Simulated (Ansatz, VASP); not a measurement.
## One calculation of Gd, two programs

File INCAR:

```
PREC = Accurate
ENCUT = 520
EDIFF = 1E-6
ISMEAR = -1
SIGMA = 0.03
LREAL = False
LASPH = True
NELM = 150
ALGO = Normal
ISIF = 2
LWAVE = False
LCHARG = True
ISPIN = 2
MAGMOM = 7
LORBIT = 11
LMAXMIX = 6
GGA = PE
LELF = True
LVHAR = True
NBANDS = 19
```

Contents of KPOINTS:

```
Automatic mesh
0
Gamma
  11 11 11
```

File POSCAR:

```
Gd
1.0
   -2.1813651237      2.1813651237      2.1813651237
    2.1813651237     -2.1813651237      2.1813651237
    2.1813651237      2.1813651237     -2.1813651237
Gd
1
Direct
    0.0000000000      0.0000000000      0.0000000000
```

Input for Ansatz:

```yaml
crystal:
  lattice:
    - [-2.1813651237, 2.1813651237, 2.1813651237]
    - [2.1813651237, -2.1813651237, 2.1813651237]
    - [2.1813651237, 2.1813651237, -2.1813651237]
  atoms:
    - { symbol: Gd, position: [0.0, 0.0, 0.0], spin: 7.0 }
magnetization:
  spin_polarized: true
kpoints:
  mp_grid: { grid: [11, 11, 11] }
scf:
  occupations: { method: fermi_dirac, width: 0.03 }
hamiltonian:
  xc: pbe
  pseudopotentials: { kind: paw }
output:
  forces: true
  stress: true
  eigenvalues: true
  populations: true
  write_density: true
  write_potential: true
  elf: true
  volumetric_format: npy
```

Change from the starting cell: volume scaled by 1.25, PAW files.

Alike in both runs: task single point; functional PBE; k mesh 11 × 11 × 11; occupations fermi-dirac, width 0.03 eV; collinear spin.

|  | VASP | Ansatz |
| --- | --- | --- |
| version | VASP 6.6.1 | Ansatz 0.2.0 |
| potentials or method | VASP PAW PBE potentials, release 64 (Gd) | PAW with Ansatz's default frozen-core files, scalar-relativistic |
| plane-wave cutoff (eV) | 520 | 420 |
| valence electrons in the cell | 18 | 18 |

```csv
,VASP,Ansatz,Ansatz less VASP
pressure (GPa),-5.1,-4.9,+0.14
net moment per atom (μB),7.69,7.68,-0.009
size of the moment on the site where the two differ most (μB),6.96,7.35,+0.389
```

Site moments also hang on the region over which each program counts them.

Caveats: spin-orbit coupling is left out, which moves the levels of the heavy elements. The state reached can hang on the start; a lower one may exist.
